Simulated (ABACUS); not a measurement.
SnTe:

```
Te Sn
1.0
     0.00000    3.15085    3.15085
     3.15085    0.00000    3.15085
     3.15085    3.15085    0.00000
Te Sn
1 1
Direct
  0.50000 0.50000 0.50000
  0.00000 0.00000 0.00000
```

| Property | Result |
| --- | --- |
| Program | ABACUS 3.10.1 |
| Task | single point |
| Functional | PBE |
| Potentials or basis | PseudoDojo NC SR 0.4.1 PBE standard |
| Cutoff | 1361 eV |
| Density cutoff | 5442 eV |
| Basis | DZP LCAO (the cutoffs set its grid) |
| k mesh | 7 × 7 × 7 |
| Occupations | fermi-dirac, width 0.05 eV |
| Spin | no spin polarisation |

On this cell: pressure 3.0 GPa; largest force zero by symmetry; band gap on the k mesh not listed.

The same run follows on a disturbed copy (atoms moved at random, drawn with an rms of 0.05 Å):

```
Te Sn
1.0
     0.00000    3.15085    3.15085
     3.15085    0.00000    3.15085
     3.15085    3.15085    0.00000
Te Sn
1 1
Cartesian
  3.1510 3.2022 3.1652
  -0.0421 0.0002 -0.0197
```

Question: What does the disturbed cell give?

Answer: The energy moves by +0.6 meV/atom; pressure 3.1 GPa; largest force 0.041 eV/Å; band gap on the k mesh 0.67 eV, indirect (least direct gap 0.68 eV).

Forces in eV/Å, atoms in the order of the input:
```
Te  -0.023 -0.028 -0.018
Sn   0.023  0.028  0.018
```

Caveats: the atomic orbitals were generated for these runs and aren't a published set; the basis of atomic orbitals isn't converged, which shifts pressures, moduli and gaps; spin-orbit coupling is left out, which moves the levels of the heavy elements (some runs); an odd mesh through Γ misses points on the zone boundary, where band edges often lie (some runs).
